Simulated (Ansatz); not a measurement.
# SiNi3: straining the crystal, biaxial strain in the a-b plane

Aim: apply biaxial strain in the a-b plane to SiNi3 from -4.5 to +4.5 %, where the length and tilt of c and the atoms relax, and follow energy, stress and any gap.

Program: Ansatz 0.2.0. Level of theory: DFT PBE, scalar-relativistic, plane waves, PAW. These are calculated values, not measurements.

2 further runs of the same task are left out: 2 set aside as unsound or not needed.

## Step 1: The starting structure

The structure is cubic, space group Pm-3m (No. 221). The conventional cell has a = 3.506 Å, b = 3.506 Å, c = 3.506 Å, α = 90.00°, β = 90.00°, γ = 90.00°. Si (site symmetry m-3m) is surrounded by 12 Ni at 2.48 Å. Around Ni (site symmetry 4/mmm) lie 4 Si at 2.48 Å and 8 Ni at 2.48 Å.

Coordinates:

```cif
data_structure
_symmetry_space_group_name_H-M 'P 1'
_symmetry_Int_Tables_number 1
_cell_length_a 3.5063
_cell_length_b 3.5063
_cell_length_c 3.5063
_cell_angle_alpha 90.000
_cell_angle_beta 90.000
_cell_angle_gamma 90.000
_cell_volume 43.11
loop_
_atom_site_label
_atom_site_type_symbol
_atom_site_fract_x
_atom_site_fract_y
_atom_site_fract_z
_atom_site_occupancy
Si1 Si 0.00000 0.00000 0.00000 1
Ni1 Ni 0.00000 0.50000 0.50000 1
Ni2 Ni 0.50000 0.00000 0.50000 1
Ni3 Ni 0.50000 0.50000 0.00000 1
```

This cell was relaxed beforehand with the same method: volume 10.78 Å³/atom, gap on the mesh none (metal).

## Step 2: Reference cell for the strains

The input, input.yaml:

```yaml
crystal:
  lattice:
    - [3.5062596482, 0.0, 0.0]
    - [0.0, 3.5062596482, 0.0]
    - [0.0, 0.0, 3.5062596482]
  atoms:
    - { symbol: Si, position: [0.0, 0.0, 0.0] }
    - { symbol: Ni, position: [0.0, 0.5, 0.5] }
    - { symbol: Ni, position: [0.5, 0.0, 0.5] }
    - { symbol: Ni, position: [0.5, 0.5, 0.0] }
basis:
  ecutwfc: 420
kpoints:
  mp_grid: { grid: [14, 14, 14] }
hamiltonian:
  xc: pbe
scf:
  occupations: { method: gaussian, width: 0.1 }
output:
  forces: true
  stress: true
  eigenvalues: true
```

Started as:

```bash
$ ansatz run input.yaml --threads 1 --pin off --max-ram 2560MiB --backend cpu --events-out ev --progress --plain --runs-dir out
```

The session goes on with these runs: At -1.5 %; the cell strained by +1.5 %; the cell strained by -3.0 %; At +3.0 %; strain -4.5 %; the cell strained by +4.5 %.

**Question.** What will these runs give? Wanted: (1/V) d²E/dε² at zero strain, cubic fit; strain of the free axis c per applied strain.

As calculated:

| quantity | value |
| --- | --- |
| largest energy cost | 52.0 meV/atom at -4.5 % |
| (1/V) d²E/dε² at zero strain, cubic fit | 639 GPa |
| strain of the free axis c per applied strain | -1.02 |

The curvature of the energy, 639 GPa, is twice the biaxial modulus. Compression by 4.5 % costs 52.0 meV/atom and stretching 34.7. The free axis c moves against the applied strain (factor -1.02). The final runs have no spin polarisation, so no magnetic state was tried and one may lie lower.
